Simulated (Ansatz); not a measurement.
The system is SiO2.

```
Si O
1.0
     0.00000    4.71626    7.36278
     2.35958    0.00000    7.36278
     2.35958    4.71626    0.00000
Si O
4 8
Cartesian
  3.5394 7.0744 13.7944
  2.3596 4.7163 10.1131
  2.3596 4.7163 4.6125
  3.5394 7.0744 8.2939
  1.1798 0.5984 3.6814
  1.1798 4.1179 3.6814
  2.3596 7.6728 7.3628
  2.3596 1.7597 7.3628
  2.9495 3.5372 5.5221
  2.9495 5.8953 9.2035
  1.7697 3.5372 9.2035
  1.7697 5.8953 5.5221
```

The cell comes from a database or a generator and needn't be the stable form of this composition.

```yaml
Program: Ansatz 0.2.0
Task: relaxation of cell and atoms
Functional: RPBE
Potentials_or_basis: Ansatz PAW
Cutoff: "420 eV (not typed: the program's choice for these potentials)"
k_mesh: 7 × 7 × 7
Occupations: fermi-dirac, width 0.05 eV
Spin: no spin polarisation
```

At the start: volume 13.66 Å³/atom.

Question: How do energy, volume and symmetry change on relaxing?

Answer: It ends after 9 steps and the volume is 14.28 Å³/atom (+4.6 %); space group Fddd (No. 70, to 0.05 Å).

Step by step:
| step | energy change (eV) | largest force (eV/Å) | volume (Å³) |
| --- | --- | --- | --- |
| 1 | 0.0000 | 0.5374 | 163.87 |
| 2 | -0.1164 | 0.2984 | 167.40 |
| 3 | -0.1519 | 0.0557 | 170.99 |
| 4 | -0.1522 | 0.1238 | 170.92 |
| 5 | -0.1525 | 0.0153 | 171.02 |
| 6 | -0.1526 | 0.0008 | 170.98 |
| 7 | -0.1803 | 0.0009 | 170.98 |
| 8 | -0.1795 | 0.0008 | 171.38 |
| 9 | -0.1806 | 0.0007 | 171.38 |

Final structure:
```cif
data_structure
_symmetry_space_group_name_H-M 'P 1'
_symmetry_Int_Tables_number 1
_cell_length_a 8.8733
_cell_length_b 7.8443
_cell_length_c 5.3551
_cell_angle_alpha 82.151
_cell_angle_beta 61.133
_cell_angle_gamma 36.716
_cell_volume 171.38
loop_
_atom_site_label
_atom_site_type_symbol
_atom_site_fract_x
_atom_site_fract_y
_atom_site_fract_z
_atom_site_occupancy
Si1 Si 0.93680 0.93680 0.56320 1
Si2 Si 0.68680 0.68680 0.31320 1
Si3 Si 0.31320 0.31320 0.68680 1
Si4 Si 0.56320 0.56320 0.93680 1
O1 O 0.06328 0.43672 0.06328 1
O2 O 0.43672 0.06328 0.43672 1
O3 O 0.81328 0.18672 0.81328 1
O4 O 0.18672 0.81328 0.18672 1
O5 O 0.12500 0.62500 0.62500 1
O6 O 0.62500 0.62500 0.62500 1
O7 O 0.62500 0.62500 0.12500 1
O8 O 0.62500 0.12500 0.62500 1
```

Caveat: the plane-wave basis is chosen anew once the cell has moved, so the energies of steps on either side of that aren't comparable; the pressure holds a Pulay correction of +0.5 GPa for the finite cutoff; the PAW data sets come from PBE, with cores solved anew for the run's functional, which leaves a small shift of forces and pressure.
